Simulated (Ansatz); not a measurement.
**LaAlO3: biaxial strain −0.60 %, plane normal [110], relaxed out of plane**

Take LaAlO$_{3}$ in the cubic perovskite structure (space group Pm-3m, No. 221; a = 3.812 Å) as the base. Axes: x, y, z lie along the cube axes.

Now apply this change: biaxial strain −0.60 %, plane normal [110], relaxed out of plane (Cartesian); in-plane vectors clamped, the third vector and the atoms free.

Calculations: PBE, PAW, 420 eV (Ansatz, an electronic-structure program; spin-orbit coupling left out). Γ-centred 9×9×9 mesh, Fermi–Dirac width 0.05 eV.

Space group: Cmmm (No. 65) (base Pm-3m (No. 221))
Shortest interatomic distance: 1.895 Å (base 1.906 Å)
Energy relative to the base (free energy F): +1.1 meV/atom
Pressure (mean of the normal stresses, compression positive): 1.74 GPa (base 0.01 GPa)
Band gap: 3.45 eV (base 3.50 eV)
Gap character: indirect, T → Γ
Valley order (the lowest conduction-band minima on the path, energy above the VBM, named in the base's zone): Γ 3.45 eV; M along [110] 4.22 eV (base Γ 3.50 eV)
Out-of-plane strain: +0.32 %
Mean in-plane stress (compression positive): +2.6 GPa

Final structure (turned so that z lies along the plane normal):

```yaml
crystal:
  lattice:
    - [3.78954, 0.00000, 0.00000]
    - [0.00000, 5.35921, 0.00000]
    - [0.00000, 2.67961, 2.70447]
  atoms:
    - { symbol: La, position: [0.00000, 0.00000, 0.00000] }
    - { symbol: Al, position: [0.50000, 0.50000, 0.00000] }
    - { symbol: O, position: [0.50000, 0.50000, 0.50000] }
    - { symbol: O, position: [0.00000, 0.50000, 0.00000] }
    - { symbol: O, position: [0.50000, 0.00000, 0.50000] }
```

Whether these cells are dynamically stable was not tested. Many cubic perovskites are stable only at high temperature; tilts and polar distortions were not tested. Labels are those of the standard path for the cell's own space group.
